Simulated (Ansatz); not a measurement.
# As (puckered monolayer type, one sheet): independent-particle optics

Aim: the dielectric function of As (puckered monolayer type, one sheet) in the independent-particle picture, and how it depends on the functional and on the gap. The runs, in order: HSE06 for the gap; optics with PBE with spin-orbit coupling on 4×4×1.

Program: Ansatz 0.2.0. Level of theory: plane waves, PAW; no local fields, no excitons. These are calculated values, not measurements.

6 further runs of the same task are left out: 6 for a known fault of the program.

### 1 Starting point

The structure is orthorhombic, space group Pmna (No. 53). Conventional cell: a = 3.634 Å, b = 28.270 Å, c = 4.807 Å, α = 90.00°, β = 90.00°, γ = 90.00°. As (site symmetry m) is surrounded by 3 As at 2.47 Å.

Coordinates:

```
CELL_PARAMETERS angstrom
4.80734 0.00000 0.00000
0.00000 3.63390 0.00000
0.00000 0.00000 28.27037
ATOMIC_POSITIONS crystal
As 0.07604 0.00000 0.37773
As 0.42396 0.50000 0.37773
As 0.57604 0.50000 0.29435
As 0.92396 0.00000 0.29435
```

Cell and atoms come from an earlier r2SCAN relaxation. The cell holds one sheet and vacuum, and is periodic in the plane alone; ε, where given, is a mean over the whole height of the cell, so ε₂ and ε₁ − 1 scale inversely with that height and aren't the sheet's own values.

### 2 A hybrid for the gap

The input, input.yaml:

```yaml
crystal:
  lattice:
    - [4.8073445447, 0.0, 0.0]
    - [0.0, 3.6338992125, 0.0]
    - [0.0, 0.0, 28.2703730404]
  atoms:
    - { symbol: As, position: [0.0760356201, 0.0, 0.3777315117] }
    - { symbol: As, position: [0.4239643799, 0.5, 0.3777315117] }
    - { symbol: As, position: [0.5760356201, 0.5, 0.2943501751] }
    - { symbol: As, position: [0.9239643799, 0.0, 0.2943501751] }
  periodic: [true, true, false]
kpoints:
  mp_grid: { grid: [4, 4, 1] }
  band_path:
    path: [[0.0, 0.0, 0.0], [0.5, 0.0, 0.0], [0.5, 0.5, 0.0], [0.0, 0.5, 0.0]]
    npoints: 1
hamiltonian:
  xc: hse06
scf:
  occupations: { method: fixed }
  n_extra_bands: 5
output:
  forces: true
  stress: true
  eigenvalues: true
```

Further steps of the session: Optics, PBE with spin-orbit coupling.

Before running them: what should the planned runs give, taken together? Wanted: ε∞, PBE with spin-orbit coupling; tallest peak of ε₂, PBE with spin-orbit coupling; HSE06 direct gap.

**Answer**, as computed:

| quantity | value |
| --- | --- |
| ε∞, PBE with spin-orbit coupling | 4.61, 3.97, 2.31 (xx, yy, zz) |
| tallest peak of ε₂, PBE with spin-orbit coupling | 6.6 at 3.75 eV (complete to 7.7 eV) |
| HSE06 direct gap | 1.51 eV |

A sheet's ε refers to the whole height of the cell: in the plane ε − 1 falls as one over that height. Local fields and excitons are left out: both change ε∞, and without excitons the onset lacks its lines.
